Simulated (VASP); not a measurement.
Runs of VASP 6.6.1 on GePt. It takes space group Pnma (No. 62, orthorhombic). Conventional cell: a = 5.732 Å, b = 3.701 Å, c = 6.088 Å, α = 90.00°, β = 90.00°, γ = 90.00°. Ge (site symmetry m) is surrounded by 6 Pt at 2.50 to 2.63 Å. Pt (site symmetry m) has 6 Ge at 2.50 to 2.63 Å as nearest neighbours. 

```tsv
task	level	cell	k mesh	k mesh for the DOS	occupations for the DOS	gap on the mesh (eV)	pressure (GPa)	relaxed volume (Å³/atom)	largest force (eV/Å)
relaxation of cell and atoms	PBE	relaxed	6 × 8 × 6	-	-	none	0.0	16.87	0.01
relaxation of cell and atoms	PBE	relaxed	6 × 6 × 6	-	-	none	0.0	16.81	-
single point	r2SCAN	Pnma, 16.88 Å³/atom	6 × 8 × 6	-	-	none	(a)	-	0.15
single point	r2SCAN	P2_13, 16.81 Å³/atom	6 × 6 × 6	-	-	none	-4.1	-	(b)
```

Alike in all rows: potentials or basis VASP PAW PBE potentials, release 64 (Ge_d, Pt); no spin polarisation; cutoff (eV) 520; smearing gaussian 0.1 eV.

Task: Estimate the missing entries.

Result: (a) -4.6; (b) 0.30.

Caveats: the PAW data sets were made with another functional, which shifts forces and pressure a little (some runs).

A k mesh can miss the band edges, and the runs leave out spin-orbit coupling on Ge, Pt.

A gap of «none» marks a metal or a gap under the smearing width.
